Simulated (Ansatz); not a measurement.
**25Mg NMR of the central transition in MgF₂**

Cell: a computed structure from the Materials Project (it need not be an observed phase).

```
Mg F
1.0
     4.61520    0.00000    0.00000
     0.00000    4.61520    0.00000
     0.00000    0.00000    3.04778
Mg F
2 4
Direct
  0.50000 0.50000 0.50000
  0.00000 0.00000 0.00000
  0.69708 0.69708 0.00000
  0.80292 0.19708 0.50000
  0.30292 0.30292 0.00000
  0.19708 0.80292 0.50000
```

Atom numbers follow the list; atoms alike are taken as one site, whose name carries the number of the first.

Level of theory: DFT, PBE, plane waves and PAW, scalar-relativistic, 420 eV cutoff, Γ-centred 7×7×11 k-points, Fermi–Dirac smearing 0.01 eV (Ansatz 0.2.0).

25Mg has I = 5/2 and Q = 199.4 mb (Pyykkö 2018); at 7.05 T its Larmor frequency is ν₀ = 18.4 MHz. Only the quadrupole interaction is simulated: positions count from each site's isotropic chemical shift, and J coupling is left out, as are shift anisotropy and dipolar coupling, which fast spinning averages.

Simulated pattern of one Mg site (fast magic-angle spinning, Gaussian broadening 0.5 kHz):

```json
{"offset (kHz)": "-11.20", "height": "0"}
{"offset (kHz)": "-10.93", "height": "1"}
{"offset (kHz)": "-10.65", "height": "4"}
{"offset (kHz)": "-10.37", "height": "7"}
{"offset (kHz)": "-10.09", "height": "7"}
{"offset (kHz)": "-9.81", "height": "8"}
{"offset (kHz)": "-9.54", "height": "8"}
{"offset (kHz)": "-9.26", "height": "8"}
{"offset (kHz)": "-8.98", "height": "8"}
{"offset (kHz)": "-8.70", "height": "8"}
{"offset (kHz)": "-8.43", "height": "9"}
{"offset (kHz)": "-8.15", "height": "9"}
{"offset (kHz)": "-7.87", "height": "9"}
{"offset (kHz)": "-7.59", "height": "12"}
{"offset (kHz)": "-7.31", "height": "25"}
{"offset (kHz)": "-7.04", "height": "45"}
{"offset (kHz)": "-6.76", "height": "59"}
{"offset (kHz)": "-6.48", "height": "78"}
{"offset (kHz)": "-6.20", "height": "89"}
{"offset (kHz)": "-5.92", "height": "78"}
{"offset (kHz)": "-5.65", "height": "66"}
{"offset (kHz)": "-5.37", "height": "60"}
{"offset (kHz)": "-5.09", "height": "57"}
{"offset (kHz)": "-4.81", "height": "55"}
{"offset (kHz)": "-4.53", "height": "54"}
{"offset (kHz)": "-4.26", "height": "54"}
{"offset (kHz)": "-3.98", "height": "55"}
{"offset (kHz)": "-3.70", "height": "56"}
{"offset (kHz)": "-3.42", "height": "59"}
{"offset (kHz)": "-3.15", "height": "63"}
{"offset (kHz)": "-2.87", "height": "69"}
{"offset (kHz)": "-2.59", "height": "80"}
{"offset (kHz)": "-2.31", "height": "98"}
{"offset (kHz)": "-2.03", "height": "100"}
{"offset (kHz)": "-1.76", "height": "84"}
{"offset (kHz)": "-1.48", "height": "70"}
{"offset (kHz)": "-1.20", "height": "53"}
{"offset (kHz)": "-0.92", "height": "23"}
{"offset (kHz)": "-0.64", "height": "4"}
{"offset (kHz)": "-0.37", "height": "0"}
```

Task: Which |C_Q| and η does the pattern imply?

Result: The pattern spans 9.70 kHz before broadening and its centre of gravity is at -4.30 kHz, which fixes P_Q; the places of the horns and steps fix η. That gives P_Q = 3.63 MHz, |C_Q| = 3.61 MHz and η = 0.19. The sign of C_Q can't be read from the pattern.

At this cell the PBE pressure is 5 GPa, so with PBE the cell would grow if it were relaxed. The entry's cell may itself be off.
